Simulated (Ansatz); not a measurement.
What strain does to GaN (Fm-3m)

A 2-atom cell of GaN started from a crystallographic database, relaxed with r2SCAN in Ansatz. It is cubic, Fm-3m (No. 225); conventional cell a = 4.217 Å, 9.37 Å³ an atom. Ga is surrounded by 6 N at 2.11 Å; N is surrounded by 6 Ga at 2.11 Å.

The axes x, y and z are those of this cell:
```xyz
2
Lattice="0.0000 2.1085 2.1085 2.1085 0.0000 2.1085 2.1085 2.1085 0.0000" Properties=species:S:1:pos:R:3 pbc="T T T"
Ga    2.1085    2.1085    2.1085
N     0.0000    0.0000    0.0000
```

Unstrained: With PBE the valence top lies at Γ–K (0.47 of the way from Γ) and the conduction bottom at X, 0.633 eV higher; the smallest vertical gap, at Γ, is 2.830 eV. The r2SCAN gap is indirect, 1.159 eV (Γ–K (0.47 of the way from Γ) to X), below the direct gap of 3.377 eV at Γ. The HSE06 gap is indirect, 1.898 eV (Γ–K (0.47 of the way from Γ) to X), below the direct gap of 4.144 eV at Γ. Meshes: PBE 10×10×10, r2SCAN 10×10×10, HSE06 8×8×8. Strains are changes of length per length, and xy shears are angles. After each strain the atoms were relaxed again with r2SCAN within the symmetry that the strain leaves, so tilts or polar shifts that break it weren't tested; points keep the names that they have in the unstrained zone. (Simulation; spin polarisation is off.)

Changes of the least gap in eV (an overlap counts as a negative gap):
```tsv
strain	volume change (%)	space group	PBE	r2SCAN	HSE06	G0W0@PBE (mesh)	energy rise, r2SCAN (meV/atom)
uniaxial -5.29 % along y	-5.3	I4/mmm	-0.003	+0.025	+0.052	+0.11	37.3
isotropic +3.89 % on every length	+12.1	Fm-3m	-0.685	-0.749	-0.834	–	84.9
uniaxial -3.98 % along x	-4.0	I4/mmm	-0.013	+0.007	+0.026	+0.07	20.0
xy shear, engineering strain (angle) -2.02 %	0.0	Immm	-0.103	-0.106	-0.101	-0.11	2.8
```
Unstrained, G0W0@PBE with 78 empty bands, a screening cutoff of 150 eV and a 6×6×6 mesh gives 1.45 eV on its mesh; the band count follows the volume. G0W0 here is at a finite number of bands, screening cutoff and k mesh, not at the basis limit.

Uniaxial -5.29 % along y, other directions held. HSE06: the gap goes from 1.898 to 1.950 eV (+0.052 eV); the edges go from Γ–K (0.47) → X to (-0.009, 0.178, -0.193) → X. Stress change with r2SCAN, compression positive: xx +11.23, yy +26.76, zz +11.23 GPa.

Isotropic +3.89 % on every length. PBE: gap 0.63 before, none (overlap 0.05) after (eV); it has closed. HSE06: the gap goes from 1.898 to 1.064 eV (-0.834 eV); the edges go from Γ–K (0.47) → X to Γ–K (0.46) → X. Stress change with r2SCAN, compression positive: xx -21.47, yy -21.47, zz -21.47 GPa.

Uniaxial -3.98 % along x, other directions held. HSE06: the gap goes from 1.898 to 1.924 eV (+0.026 eV); the X points, equivalent before, split by 449 meV, and the conduction bottom lies at those like (0, 1/2, 1/2); the edges go from Γ–K (0.47) → X to (0.180, -0.008, -0.188) → X. Stress change with r2SCAN, compression positive: xx +18.60, yy +8.12, zz +8.12 GPa.

Xy shear, engineering strain (angle) -2.02 %. HSE06: the gap goes from 1.898 to 1.797 eV (-0.101 eV); the X points, equivalent before, split by 20 meV, and the conduction bottom lies at those like (1/2, 1/2, 0). Stress change with r2SCAN, compression positive: xx +0.09, yy +0.09, zz -0.05, xy +4.75 GPa.

Where an edge lies off the special points, it is a point of the mesh or the k point where a search put PBE's edge or least direct gap, reused for the other functionals, whose own edges may lie a little apart.

Coordinates of k points refer to the reciprocal vectors of the primitive cell of the runs.

The meshes of the hybrids are coarse, so their gaps aren't converged to the digits shown.

With a shallow d shell on the cation, G0W0 converges slowly in bands and cutoff, so these values are in doubt.
